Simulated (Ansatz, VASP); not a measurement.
## AgCl: VASP beside Ansatz

```
Ag Cl
1.0
     0.00000    2.66473    2.66473
     2.66473    0.00000    2.66473
     2.66473    2.66473    0.00000
Ag Cl
1 1
Direct
  0.50000 0.50000 0.50000
  0.00000 0.00000 0.00000
```

Alike in both runs: functional LDA; k mesh 10 × 10 × 10; no spin polarisation.

Ansatz relaxed the structure, and its values are those at the end. VASP's run is a single point on that final structure, the one shown.

```csv
,VASP,Ansatz
version,VASP 6.6.1,Ansatz 0.2.0
potentials or method,"VASP PAW LDA potentials, release 64 (Ag, Cl)","scalar-relativistic, plane waves, PAW"
plane-wave cutoff (eV),520,420
occupations,"gaussian, width 0.01 eV",fixed
valence electrons in the cell,18,26
```

|  | VASP | Ansatz | Ansatz less VASP |
| --- | --- | --- | --- |
| gap on the k mesh at the Fermi level (eV) | 0.66 | 0.63 | -0.028 |
| least direct gap on the mesh (eV) | 3.36 | 3.34 | -0.028 |
| pressure (GPa) | 1.0 | 1.0 | -0.03 |

The two sets of potentials don't hold the same shells in valence.

A k mesh can miss the band edges. LDA gaps usually lie below the measured ones, often by a third to a half.
